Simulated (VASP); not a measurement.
Crystal: InSe.

```
In Se
1.0
     4.04733    0.00000    0.00000
    -2.02366    3.50509    0.00000
     0.00000    0.00000   18.05206
In Se
4 4
Direct
  0.33333 0.66667 0.07739
  0.33333 0.66667 0.92261
  0.00000 0.00000 0.42261
  0.00000 0.00000 0.57739
  0.33333 0.66667 0.35298
  0.33333 0.66667 0.64702
  0.66667 0.33333 0.14700
  0.66667 0.33333 0.85300
```

Measurements of this composition are mostly on another form, of space group No. 160.

Program: VASP 6.6.1. Alike in all runs: level LDA; potentials or basis VASP PAW LDA potentials, release 64 (In_d, Se); no spin polarisation; cell as given; k mesh 6 × 6 × 2; cutoff (eV) 520; smearing gaussian 0.02 eV. Hardware: 1 thread of AMD EPYC 9R45 96-Core Processor (Zen 5), on a shared host.

Question: Order these runs on this cell by their wall time, lowest first.
A. task dielectric tensor
B. task electron localisation function
C. task optical spectrum

Answer: B (110 s), C (230 s), A (2200 s).

Caveats: spectra need much finer meshes, so this one isn't converged (some runs); independent-particle spectra lack excitons (some runs).
